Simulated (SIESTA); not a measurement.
Set up this calculation in SIESTA 5.4.2, as the native input.

| Quantity | Value |
| --- | --- |
| Task | band structure |
| Functional | LDA |
| Potentials or basis | PseudoDojo 0.4 standard (LDA files) |
| Basis | DZP (energy shift 0.003 Ry; two zetas on semicore shells) |
| Grid cutoff | 800 Ry |
| Energy shift | 0.003 Ry |
| k mesh | 10 × 10 × 2 |
| Occupations | fermi-dirac, width 0.05 eV |
| Spin | no spin polarisation |

WS2, a slab with vacuum:

```
CELL_PARAMETERS angstrom
3.18321 0.00000 0.00000
-1.59160 2.75674 0.00000
0.00000 0.00000 23.66876
ATOMIC_POSITIONS crystal
W 0.66667 0.33333 0.36268
W 0.33333 0.66667 0.63732
S 0.66667 0.33333 0.70318
S 0.33333 0.66667 0.42856
S 0.66667 0.33333 0.57144
S 0.33333 0.66667 0.29682
```

These files were run (other wordings do the same):

WS2.fdf

```
SystemName                      WS2
SystemLabel                     WS2
NumberOfSpecies                 2
NumberOfAtoms                   6
%block ChemicalSpeciesLabel
  1  74 W
  2  16 S
%endblock ChemicalSpeciesLabel

LatticeConstant                 1.0 Ang
%block LatticeVectors
     3.1832085602     0.0000000000     0.0000000000
    -1.5916042801     2.7567394786     0.0000000000
     0.0000000000     0.0000000000    23.6687632500
%endblock LatticeVectors
AtomicCoordinatesFormat         Fractional
%block AtomicCoordinatesAndAtomicSpecies
     0.6666666667     0.3333333333     0.3626824600  1  W
     0.3333333333     0.6666666667     0.6373175400  1  W
     0.6666666667     0.3333333333     0.7031838900  2  S
     0.3333333333     0.6666666667     0.4285581700  2  S
     0.6666666667     0.3333333333     0.5714418300  2  S
     0.3333333333     0.6666666667     0.2968161100  2  S
%endblock AtomicCoordinatesAndAtomicSpecies

%block kgrid.MonkhorstPack
   10   0   0  0.0
    0  10   0  0.0
    0   0   2  0.0
%endblock kgrid.MonkhorstPack
XC.Functional                   LDA
XC.Authors                      PW92
PAO.BasisSize                   DZP
PAO.EnergyShift                 0.003 Ry
Mesh.Cutoff                     800 Ry
OccupationFunction              FD
ElectronicTemperature           0.05 eV
MaxSCFIterations                120
SCF.MustConverge                false
SCF.Mixer.Method                Pulay
SCF.Mixer.Weight                0.25
SCF.Mixer.History               8
SCF.DM.Tolerance                5.0e-05
SCF.H.Tolerance                 1.0e-03 eV
WriteForces                     true
Charge.Mulliken                 end
BandLinesScale                  ReciprocalLatticeVectors
%block BandLines
    1    0.000000   0.000000   0.000000  \Gamma
   14    0.500000   0.000000   0.000000  M
    8    0.333333   0.333333   0.000000  K
   16    0.000000   0.000000   0.000000  \Gamma
    2    0.000000   0.000000   0.500000  A
   14    0.500000   0.000000   0.500000  L
    8    0.333333   0.333333   0.500000  H
   16    0.000000   0.000000   0.500000  A
    1    0.500000   0.000000   0.500000  L
    2    0.500000   0.000000   0.000000  M
    1    0.333333   0.333333   0.000000  K
    2    0.333333   0.333333   0.500000  H
%endblock BandLines
%block PAO.Basis
  W 5
  n=5 0 2
    3.045 0.000
  n=6 0 2
    7.565 0.000
  n=5 1 2
    3.655 0.000
  n=6 1 1
    7.565
  n=5 2 2
    6.615 0.000
%endblock PAO.Basis
```

Potentials or basis: PseudoDojo 0.4 standard (LDA files), DZP (energy shift 0.003 Ry; two zetas on semicore shells).

The run is started by

```console
$ siesta < WS2.fdf > WS2.out 2>&1
```

Results of the run:

- Largest force: 0.100 eV/Å
- Band gap on the k mesh: 1.65 eV, indirect (least direct gap 2.16 eV)
- Band gap along the path: 1.45 eV, indirect (least direct gap 1.80 eV)

Caveat: spin-orbit coupling is left out, which moves the levels of the heavy elements; the basis of atomic orbitals isn't converged, which shifts pressures, moduli and gaps.

Wall time 84 s on 1 thread of Arm Neoverse V1, on a shared host, peak memory 0.5 GiB.
